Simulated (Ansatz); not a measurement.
## TiH2: relaxation of cell and atoms with r2SCAN+D3(BJ)-ATM

The system is TiH2.

```
Ti H
1.0
    -1.59650    1.59650    2.13350
     1.59650   -1.59650    2.13350
     1.59650    1.59650   -2.13350
Ti H
1 2
Direct
  0.00000 0.00000 0.00000
  0.25000 0.75000 0.50000
  0.75000 0.25000 0.50000
```

- Program: Ansatz 0.2.0
- Task: relaxation of cell and atoms
- Functional: r2SCAN
- Dispersion: D3(BJ)-ATM
- Potentials or basis: Ansatz PAW
- Cutoff: 500 eV (not typed: the program's choice for these potentials)
- k mesh: 12 × 12 × 12
- Occupations: fermi-dirac, width 0.05 eV
- Spin: no spin polarisation

| Property | Result |
| --- | --- |
| Relaxed volume | 7.03 Å³/atom |
| Relaxed cell | a = 3.066 Å, b = 3.066 Å, c = 3.066 Å, α = 117.49°, β = 117.49°, γ = 94.41° |
| Space group after relaxing (to 0.05 Å) | I4/mmm (No. 139) |
| Energy gained by relaxing | 3.4 meV/atom |
| Ionic steps | 6 |
| Pressure after relaxing | 0.0 GPa |
| Band gap on the k mesh | none (metal or under the smearing width) |

The path:
```tsv
step	energy change (eV)	largest force (eV/Å)	volume (Å³)
1	0.0000	0.0000	21.75
2	-0.0087	0.0000	20.79
3	-0.0107	0.0000	21.09
4	-0.0107	0.0000	21.08
5	-0.0107	0.0000	21.08
6	-0.0103	0.0000	21.08
```

Final structure:
```
Ti H
1.0
    -1.59064    1.59064    2.08262
     1.59064   -1.59064    2.08262
     1.59064    1.59064   -2.08262
Ti H
1 2
Cartesian
  0.0000 0.0000 0.0000
  1.5906 0.0000 1.0413
  0.0000 1.5906 1.0413
```

Levels at points of the mesh, in eV from the Fermi level:
```
              k point  band 4  band 5  band 6  band 7  band 8  band 9  band 10  band 11
   (0.00, 0.00, 0.00)  -34.69  -11.42   -0.41   -0.41    0.11    0.28     1.24     1.89
  (0.00, 0.00, -0.50)  -34.80   -6.26   -6.15   -3.33    2.44    2.51     2.78     7.25
  (0.00, -0.50, 0.00)  -34.73   -7.95   -5.74   -0.51    0.21    2.36     2.56     5.18
(-0.50, -0.50, -0.50)  -34.89   -6.96   -5.04   -3.17    2.47    2.60     2.60     7.37
```

Wall time 18 s on 2 threads of AMD EPYC 7R43 64-Core Processor (Zen 3) (shared host), peak memory 0.47 GiB.

Caveat: the plane-wave basis is chosen anew once the cell has moved, so the energies of steps on either side of that aren't comparable; pairwise dispersion overbinds metals, which lowers pressure and volume; the PAW data sets come from PBE, with cores solved anew for the run's functional, which leaves a small shift of forces and pressure.
